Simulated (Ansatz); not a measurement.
CsI:
```
CsI
1.0
    4.66643     0.00000     0.00000
    0.00000     4.66643     0.00000
    0.00000     0.00000     4.66643
Cs I
1 1
Direct
  0.00000   0.00000   0.00000
  0.50000   0.50000   0.50000
```

Relaxed with PBE. Special points in fractions of this cell's reciprocal vectors: Γ (0.000, 0.000, 0.000); X (0.000, 0.500, 0.000); M (0.500, 0.500, 0.000); R (0.500, 0.500, 0.500).

Question: List the band energies nearest the valence-band maximum at these points for PBE in the plane-wave PAW code Ansatz.

Answer: In eV from the valence-band maximum; about four levels below and three above (degenerate sets whole), none deeper than 8.9 eV; points with the same levels are listed once.

```json
[
 {"k": "Γ", "below": "-7.17 -7.17 -7.17 -0.09 -0.09 -0.09", "above": "3.69 4.28 4.28"},
 {"k": "X", "below": "-7.12 -7.12 -1.40 -0.20 -0.20", "above": "5.22 6.23 6.45"},
 {"k": "M", "below": "-7.09 -0.81 -0.81 0.00", "above": "4.26 4.90 6.09 6.09"},
 {"k": "R", "below": "-7.38 -7.38 -7.38 -1.15 -1.15 -1.15", "above": "6.98 6.98 6.98"}
]
```

Space group Pm-3m (CsCl type). Symmetry was held in the PBE relaxation. Spin–orbit coupling is left out wherever it is not named.

Potentials: the later of the program's two PAW sets.
